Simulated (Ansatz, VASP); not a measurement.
# Si63Se (substitutional Se in Si) in two plane-wave programs, part 2 of 2

One calculation is typed for both programs; each brings its own data sets. How far apart do they land? The cell is taken from a series of runs on this material, whose earlier steps may have relaxed, scaled, displaced or heated it; both programs get it as it stands.

VASP 6.6.1 and Ansatz 0.2.0.

So far: Set-up; Ansatz: single point, PBE0.

In doubt: the hybrid run may have settled on a false gap or state (step 2), so the values of those runs are not to be relied on.

**3. VASP: single point, PBE0**

Level of this step: PBE0; plane waves and PAW (Si, Se) (VASP).

The same cell, functional, mesh and smearing now go to VASP, with its own data sets.

Lines of VASP's logs that name or quote its potential files are left out, and so is its time.

The run reads the wave functions of an earlier VASP run, which isn't shown here.

Input file INCAR:

```
SYSTEM = Si63Se
PREC = Accurate
ENCUT = 400
EDIFF = 1E-06
NELM = 100
ISMEAR = -1
SIGMA = 0.01
LREAL = Auto
ALGO = Normal
LHFCALC = .TRUE.
AEXX = 0.25
GGA = PE
LASPH = .TRUE.
NELECT = 256
NBANDS = 172
PRECFOCK = Fast
LORBIT = 11
LWAVE = .FALSE.
LCHARG = .FALSE.
ISIF = 2
```

Input file POSCAR:

```
Si63Se
1.0
   10.9395664849      0.0000000000      0.0000000000
    0.0000000000     10.9395664849      0.0000000000
    0.0000000000      0.0000000000     10.9395664849
Si Se
63 1
Direct
    0.9997309899      0.9998928709      0.2491539568
    0.9995964791      0.2490899434      0.9999510952
    0.2489017769      0.9998830626      0.9999463321
    0.2416757769      0.2418256125      0.2419704652
    0.1232298926      0.1234381454      0.3782650123
    0.1231799861      0.3780812106      0.1235613713
    0.3779490498      0.1234463049      0.1235215347
    0.9998431577      0.0000071337      0.7505423172
    0.9983858684      0.2501602995      0.5003007378
    0.2499016765      0.9985850825      0.5003621213
    0.2499962785      0.2502319366      0.7518618758
    0.1245984895      0.1248364146      0.8752305880
    0.1232066667      0.3722174675      0.6270377573
    0.3719798113      0.1233950329      0.6270943448
    0.3750121213      0.3752965059      0.8752666035
    0.9984945215      0.5003214911      0.2502654153
    0.9997048661      0.7504739925      0.9999727541
    0.2499021353      0.5002056753      0.9987664935
    0.2499523568      0.7518332734      0.2502389837
    0.1232672985      0.6270390865      0.3723855218
    0.1245295304      0.8751102627      0.1247696096
    0.3720065176      0.6269732068      0.1235329590
    0.3750152208      0.8752761155      0.3752549154
    0.9997130973      0.5013178215      0.7506061821
    0.9995607459      0.7505183308      0.5013652125
    0.2416234389      0.5085108823      0.5086338274
    0.2489225976      0.7505384104      0.7506553208
    0.1245513539      0.6256579953      0.8753899310
    0.1244867123      0.8751823009      0.6257469462
    0.3779292014      0.6269422282      0.6270315353
    0.3750323446      0.8752847624      0.8752514486
    0.5001043745      0.9986825357      0.2502283632
    0.5000057785      0.2501605837      0.9986590578
    0.7502638949      0.9998831395      0.0000246310
    0.7516031299      0.2501954389      0.2502223402
    0.6268003590      0.1234866714      0.3723326991
    0.6267624208      0.3722135951      0.1234757882
    0.8748943100      0.1247025690      0.1248401031
    0.8750049292      0.3752834929      0.3752702946
    0.5011825010      0.9998721538      0.7505537699
    0.5082137827      0.2417856256      0.5085781192
    0.7503201981      0.9998701416      0.5013517181
    0.7503580085      0.2490839536      0.7506184079
    0.6254769130      0.1247285411      0.8753681999
    0.6266680404      0.3780521001      0.6270379449
    0.8750791005      0.1247040166      0.6257313501
    0.8749947701      0.3752532904      0.8752653314
    0.5083860275      0.5085514262      0.2418804226
    0.5010311295      0.7505127495      0.9999179655
    0.7503146134      0.5013288333      0.9999379263
    0.7503370675      0.7505176561      0.2491647396
    0.6267655440      0.6269814661      0.3782525462
    0.6254194905      0.8752251876      0.1247949080
    0.8750926053      0.6256534974      0.1247971329
    0.8749988563      0.8752506932      0.3752270478
    0.5001110756      0.5003001649      0.7518605419
    0.4999904292      0.7517827873      0.5002961918
    0.7515036895      0.5002128601      0.5003803937
    0.7503295721      0.7505307069      0.7504988230
    0.6255238401      0.6257607672      0.8751895381
    0.6254643296      0.8750880432      0.6256704652
    0.8749023383      0.6256097323      0.6257550357
    0.8750534833      0.8752729921      0.8752271802
    0.3750397483      0.3751957601      0.3751800686
```

Input file KPOINTS:

```
Automatic mesh
0
Gamma
1 1 1
0 0 0
```

PAW data sets: Si and Se (PBE family, release 64).

Started as:

```
export OMP_NUM_THREADS=3
mpirun -np 1 vasp_gam
```

Numbers of over 12 decimals in the logs are rounded to 6 here.

The log of the run:

```text
[banner, memory and clock lines left out]
running    1 mpi-ranks, on    1 nodes
[...]
Offloading initialized ...    1 GPUs detected
[...]
LDA part: xc-table for (Slater+PW92), standard interpolation
 found WAVECAR, reading the header
 POSCAR, INCAR and KPOINTS ok, starting setup
[...]
reading WAVECAR
 the WAVECAR file was read successfully
 initial charge from wavefunction
 entering main loop
       N       E                     dE             d eps       ncg     rms          rms(c)
DAV:   1    -0.439811679388E+03   -0.43981E+03   -0.12495E+01   344   0.745E+00    0.188E+01
DAV:   2    -0.439953139041E+03   -0.14146E+00   -0.39432E-01   400   0.122E+00    0.126E+01
DAV:   3    -0.439942823984E+03    0.10315E-01   -0.22335E-02   380   0.254E-01    0.753E+00
DAV:   4    -0.439936535154E+03    0.62888E-02   -0.35915E-03   372   0.112E-01    0.435E+00
[...]
DAV:   9    -0.439932985565E+03    0.26417E-04   -0.12074E-05   372   0.657E-03    0.261E-01
DAV:  10    -0.439932978933E+03    0.66324E-05   -0.40489E-06   356   0.381E-03    0.148E-01
DAV:  11    -0.439932978145E+03    0.78765E-06   -0.13530E-06   212   0.231E-03
   1 F= -.43993298E+03 E0= -.43993298E+03  d E =-.462017E-12
```

OUTCAR, selected parts (step 3):

```text
  Total      -28.7597142    -28.7591241    -28.7629013     -0.0036560      0.0091615     -0.0055768
  in kB      -35.1961219    -35.1953997    -35.2000221     -0.0044742      0.0112118     -0.0068249
  external PRESSURE =     -35.1971812 kB  Pullay stress =       0.0000000 kB

 POSITION                                       TOTAL-FORCE (eV/Angst)
 -----------------------------------------------------------------------------------
     10.93662     10.93839      2.72564        -0.009029     -0.007021      0.006729
     10.93515      2.72494     10.93903        -0.004751      0.007466     -0.005502
      2.72288     10.93829     10.93898         0.007045     -0.004070     -0.005924
      2.64383      2.64547      2.64705         0.003834      0.007858      0.004937
      1.34808      1.35036      4.13806         0.002379      0.000468     -0.014099
      1.34754      4.13604      1.35171         0.002382     -0.012390     -0.000149
      4.13460      1.35045      1.35127        -0.013233     -0.000557     -0.000843
     10.93785      0.00008      8.21061         0.006912      0.008077     -0.012242
     10.92191      2.73665      5.47307         0.023392     -0.012274      0.013255
      2.73382     10.92409      5.47374        -0.012380      0.024363      0.012993
      2.73485      2.73743      8.22504        -0.014204     -0.013436     -0.023553
      1.36305      1.36566      9.57464         0.003552      0.002368      0.015303
      1.34783      4.07190      6.85952         0.001430      0.014749     -0.001012
      4.06930      1.34989      6.86014         0.016957      0.000467     -0.003958
[...]
-----------------------------------------------------------------------------------
    total drift:                               -0.001197     -0.008258     -0.008218

  FREE ENERGIE OF THE ION-ELECTRON SYSTEM (eV)
  ---------------------------------------------------
  free  energy   TOTEN  =      -439.9329781453 eV

  energy  without entropy=     -439.9329781453  energy(sigma->0) =     -439.93297815

[... 2 further parts left out ...]
```

The k-mesh is coarse for unscreened exact exchange, which converges slowly with it.

**4. Side by side**

Known differences besides the potentials themselves: exact exchange at q = 0 is treated differently, which shows on coarse meshes; VASP keeps PBE cores, Ansatz makes them for the functional; the cutoff is 420 eV in Ansatz and 400 eV in VASP (PREC = Accurate, projectors in real space); VASP takes a coarser grid for exact exchange (PRECFOCK = Fast). Total energies have different zeros and are not compared.

The two programs side by side:

```csv
quantity,Ansatz,VASP,difference
gap on the k mesh (eV),1.405,1.497,-0.093
```

The largest component of a force difference here is 5 meV/Å. A gap on the mesh is an upper bound, since the band edges may lie between its points. The cell carries a charge of +2 e against a uniform background, so its pressure also hangs on how the neutralising background is counted, and in a defect's cell a gap may be the spacing between its levels.

**5. What came out**

| Property | Result |
| --- | --- |
| difference in gap on the k mesh (single point, PBE0) | -0.093 eV |

The difference in gap on the k mesh is -0.093 eV (single point, PBE0), beyond the 0.08 eV picked in this series as the mark of a large difference. The data sets hold unlike numbers of valence electrons (266 in Ansatz and 256 in VASP), so part of the differences may come from the potentials. What causes the difference of the single point, PBE0 pair stays open here. Such differences can come from data sets, numerical settings and the points named under the comparisons, not from the functional's error against experiment.

[Lines on the potential files, build, host, timing and source positions are cut from VASP's logs without a mark.]

[Logs are printed without paths, hosts, clocks, repeated set-up lines and the standing remarks that a program may print on its own settings, such as how far it seeks lower states.]

[Hosts, paths, dates, database ids (printed as entryN), source tags and the programs' standing remarks are cut or masked in the printed files.]
